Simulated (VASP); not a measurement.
The system is TiS2.

```
Ti S
1.0
     3.41200    0.00000    0.00000
    -1.70600    2.95488    0.00000
     0.00000    0.00000    5.69500
Ti S
1 2
Direct
  0.00000 0.00000 0.00000
  0.33333 0.66667 0.25000
  0.66667 0.33333 0.75000
```

- Program: VASP 6.6.1
- Task: relaxation of cell and atoms
- Functional: PBE
- Dispersion: D3(BJ)
- Potentials or basis: VASP PAW PBE potentials, release 64 (Ti_sv, S)
- Cutoff: 600 eV
- k mesh: 12 × 12 × 7
- Occupations: methfessel-paxton, width 0.1 eV
- Spin: no spin polarisation

At the start: pressure -2.9 GPa; volume 19.14 Å³/atom.

**Question.** Where does the relaxation end?

**Answer.** Over 15 steps the energy falls by 8.8 meV/atom and the volume is 17.98 Å³/atom (-6.0 %); space group P-3m1 (No. 164, to 0.05 Å).

The path:
| step | energy change (eV) | largest force (eV/Å) | pressure (GPa) | volume (Å³) |
| --- | --- | --- | --- | --- |
| 1 | 0.0000 | 0.1233 | -2.93 | 57.42 |
| 2 | -0.0037 | 0.5324 | 2.64 | 54.55 |
| 3 | -0.0154 | 0.2172 | -0.09 | 55.86 |
| 4 | -0.0193 | 0.1409 | -0.11 | 55.53 |
| 5 | -0.0210 | 0.0305 | -0.11 | 55.08 |
| 6 | -0.0210 | 0.0440 | -0.07 | 55.13 |
| 7 | -0.0225 | 0.0354 | -0.13 | 54.96 |
| 8 | -0.0256 | 0.0056 | -0.20 | 54.43 |
| 9 | -0.0238 | 0.0691 | -0.17 | 53.36 |
| 10 | -0.0264 | 0.0099 | -0.10 | 54.08 |
| 11 | -0.0264 | 0.0118 | -0.16 | 54.05 |
| 12 | -0.0259 | 0.0375 | -0.16 | 53.71 |
| 13 | -0.0264 | 0.0131 | -0.13 | 54.02 |
| 14 | -0.0261 | 0.0621 | 0.48 | 53.71 |
| 15 | -0.0265 | 0.0034 | 0.01 | 53.95 |

Final structure:
```xyz
3
Lattice="3.3585 0.0000 0.0000 -1.6792 2.9085 0.0000 0.0000 0.0000 5.5231" Properties=species:S:1:pos:R:3 pbc="T T T"
Ti    0.0000    0.0000    0.0000
S     0.0000    1.9390    1.4292
S     1.6792    0.9695    4.0939
```

Caveat: pairwise dispersion overbinds metals, which lowers pressure and volume.
